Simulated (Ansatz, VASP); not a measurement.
## Two plane-wave programs on WS2

```xyz
3
Lattice="3.1835 0.0000 0.0000 -1.5918 2.7570 0.0000 0.0000 0.0000 17.6286" Properties=species:S:1:pos:R:3 pbc="T T T"
W     0.0000    1.8380    0.0000
S     1.5918    0.9190   16.0068
S     1.5918    0.9190    1.6218
```

Change from the starting cell: strain +0.000 along x and y, +0.040 along z, atoms carried along.

Alike in both runs: task single point; functional PBEsol; k mesh 12 × 12 × 2; occupations gaussian, width 0.05 eV; no spin polarisation.

```csv
,VASP,Ansatz
version,VASP 6.6.1,Ansatz 0.2.0
potentials or method,"VASP PAW PBE potentials, release 64 (W_sv, S)","scalar-relativistic, plane waves, PAW"
plane-wave cutoff (eV),520,420
valence electrons in the cell,26,26
```

Ansatz gave:

```
gap on the k mesh at the Fermi level (eV) : 1.81
least direct gap on the mesh (eV)         : 1.93
rms of the force components (eV/Å)        : 0.598
```

What did VASP give for the same quantities?

gap on the k mesh at the Fermi level (eV): 1.82; least direct gap on the mesh (eV): 1.93; rms of the force components (eV/Å): 0.589.

Atom by atom the forces differ by 0.009 eV/Å (rms over components). With one functional, cell and mesh, what is left measures potentials, basis and numerics.

Caveats: the PAW data sets were made with another functional, which shifts forces and pressure a little (VASP); spin-orbit coupling is left out, which moves the levels of the heavy elements.
